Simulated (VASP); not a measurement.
# VASP 6.6.1 run: AlN

INCAR

```
ALGO = Normal
SIGMA = 0.01
NBANDS = 11
ISMEAR = 0
LWAVE = .FALSE.
PREC = Accurate
LCHARG = .FALSE.
NSW = 0
ENCUT = 700
METAGGA = RTPSS
LREAL = .FALSE.
NELM = 88
LASPH = .TRUE.
ISIF = 2
IBRION = -1
EDIFF = 1E-7
```

KPOINTS

```
KPOINTS created by Atomic Simulation Environment
0
Gamma
10 10 10
0 0 0
```

POSCAR

```
Al N
 1.0000000000000000
     0.0000000000000000    1.9583023986000001    1.9583023986000001
     1.9583023986000001    0.0000000000000000    1.9583023986000001
     1.9583023986000001    1.9583023986000001    0.0000000000000000
 Al  N
   1   1
Cartesian
  0.0000000000000000  0.0000000000000000  0.0000000000000000
  1.9583023985999999  1.9583023985999999  1.9583023985999999
```

The recommended PBE PAW datasets give the neutral cell 8 valence electrons.

Command

```
mpirun -np 1 vasp_std
```

OSZICAR

```
N       E                     dE             d eps       ncg     rms          rms(c)
DAV:   1     0.600469329560E+02    0.60047E+02   -0.64566E+03  1567   0.136E+03
DAV:   2    -0.154474240752E+01   -0.61592E+02   -0.57723E+02  1734   0.321E+02
DAV:   3    -0.464130873212E+01   -0.30966E+01   -0.30767E+01  1924   0.761E+01
DAV:   4    -0.469223848972E+01   -0.50930E-01   -0.50831E-01  1844   0.108E+01
DAV:   5    -0.469387370086E+01   -0.16352E-02   -0.16346E-02  1924   0.189E+00    0.103E+01
DAV:   6    -0.173755909042E+02   -0.12682E+02   -0.32848E+01  1061   0.581E+01    0.372E+00
DAV:   7    -0.175625027363E+02   -0.18691E+00   -0.61099E-01  1288   0.643E+00    0.175E+00
DAV:   8    -0.175611589524E+02    0.13438E-02   -0.17827E-02  1143   0.120E+00    0.337E-01
DAV:   9    -0.175617917112E+02   -0.63276E-03   -0.26405E-03  1205   0.486E-01    0.141E-01
DAV:  10    -0.175619235945E+02   -0.13188E-03   -0.34545E-04  1172   0.177E-01    0.710E-02
DAV:  11    -0.175619169898E+02    0.66047E-05   -0.28032E-05  1220   0.344E-02    0.117E-02
DAV:  12    -0.175619189102E+02   -0.19204E-05   -0.69675E-07  1175   0.769E-03    0.482E-03
DAV:  13    -0.175619197382E+02   -0.82802E-06   -0.11977E-07   703   0.279E-03    0.260E-03
DAV:  14    -0.175619196534E+02    0.84853E-07   -0.91851E-09   613   0.126E-03
   1 F= -.17561920E+02 E0= -.17561920E+02  d E =-.688360E-17
```

Standard output (part)

```
POSCAR found type information on POSCAR AlN
 POSCAR found :  2 types and       2 ions
 LDA part: xc-table for (None), standard interpolation
 POSCAR, INCAR and KPOINTS ok, starting setup
 WAVECAR not read
 entering main loop
```

From OUTCAR

```
k-points           NKPTS =     47   k-points in BZ     NKDIM =     47   number of bands    NBANDS=     11

   NELECT =       8.0000    total number of electrons

   dimension x,y,z NGX =    24 NGY =   24 NGZ =   24
   dimension x,y,z NGXF=    48 NGYF=   48 NGZF=   48

  energy-cutoff  :      700.00
  volume of cell :       15.02
      direct lattice vectors                 reciprocal lattice vectors
     0.000000000  1.958302399  1.958302399    -0.255323182  0.255323182  0.255323182
     1.958302399  0.000000000  1.958302399     0.255323182 -0.255323182  0.255323182
     1.958302399  1.958302399  0.000000000     0.255323182  0.255323182 -0.255323182

 k-points in reciprocal lattice and weights: KPOINTS created by Atomic Simulation Env
   0.00000000  0.00000000  0.00000000       0.001
   0.10000000  0.00000000  0.00000000       0.008
   0.20000000  0.00000000  0.00000000       0.008
   0.30000000  0.00000000  0.00000000       0.008
   0.40000000  0.00000000  0.00000000       0.008
   0.50000000  0.00000000  0.00000000       0.004
   0.10000000  0.10000000  0.00000000       0.006
   0.20000000  0.10000000  0.00000000       0.024
   ...

 E-fermi :  11.2898

 k-point     1 :       0.0000    0.0000    0.0000
  band No.  band energies     occupation
      1      -7.6909      2.00000
      2      11.2364      2.00000
      3      11.2364      2.00000
      4      11.2364      2.00000
      5      18.4450      0.00000
      6      23.8333      0.00000
      7      23.8333      0.00000
      8      23.8333      0.00000
      9      28.8668      0.00000
     10      30.1115      0.00000
     11      30.1115      0.00000

 k-point     2 :       0.1000    0.0000    0.0000
  band No.  band energies     occupation
      1      -7.4656      2.00000
      2      10.1728      2.00000
      3      11.0863      2.00000
      4      11.0863      2.00000
      5      19.0264      0.00000
      6      22.8867      0.00000
      7      24.1947      0.00000
      8      24.1947      0.00000
      9      28.7698      0.00000
     10      28.7698      0.00000
     11      30.6208      0.00000

 k-point     3 :       0.2000    0.0000    0.0000
  band No.  band energies     occupation
      1      -6.8092      2.00000
      2       7.8563      2.00000
      3      10.7239      2.00000
      4      10.7239      2.00000
      5      19.3103      0.00000
      6      22.7832      0.00000
      7      24.6632      0.00000
      8      24.6632      0.00000
      9      28.0232      0.00000
     10      28.0232      0.00000
     11      30.5457      0.00000

 k-point     4 :       0.3000    0.0000    0.0000
  band No.  band energies     occupation
      1      -5.7991      2.00000
      2       5.2986      2.00000
      3      10.3246      2.00000
      4      10.3246      2.00000
      5      18.6867      0.00000
      6      24.1840      0.00000
      7      24.1840      0.00000
      8      24.2497      0.00000
      9      29.4208      0.00000
     10      29.4208      0.00000
     11      29.5596      0.00000

 k-point     5 :       0.4000    0.0000    0.0000
  band No.  band energies     occupation
      1      -4.6653      2.00000
      2       3.1313      2.00000
      3      10.0319      2.00000
      4      10.0319      2.00000
      5      18.1929      0.00000
      6      23.5777      0.00000
      7      23.5777      0.00000
      8      25.7130      0.00000
      9      28.7991      0.00000
     10      31.7644      0.00000
     11      31.7644      0.00000

 ...

  Total        3.1149889      3.1149889      3.1149889      0.0000000      0.0000000      0.0000000
  in kB      332.2751203    332.2751203    332.2751203      0.0000000      0.0000000      0.0000000
  external PRESSURE =     332.2751203 kB  Pullay stress =       0.0000000 kB

 POSITION                                       TOTAL-FORCE (eV/Angst)
 -----------------------------------------------------------------------------------
      0.00000      0.00000      0.00000        -0.000000     -0.000000      0.000000
      1.95830      1.95830      1.95830         0.000000      0.000000      0.000000
 -----------------------------------------------------------------------------------
    total drift:                               -0.000000     -0.000000      0.000000

  FREE ENERGIE OF THE ION-ELECTRON SYSTEM (eV)
  ---------------------------------------------------
  free  energy   TOTEN  =       -17.5619196534 eV

  energy  without entropy=      -17.5619196534  energy(sigma->0) =      -17.56191965
```

It converged. Results: gap between bands v and c on the k mesh 5.06 eV; least direct gap on the k mesh 7.21 eV; pressure 33.2 GPa. Band v is the last that the valence electrons fill when counted band by band, and c is the next.

For comparison, a separate r²SCAN run of the intended cell, on usual settings and not on those above, gives a gap of 5.81 eV on its mesh and a pressure of 29.3 GPa.

The run above took about 26 s on one core of a shared host (Intel Xeon Platinum 8488C) and held 0.14 GiB at most.
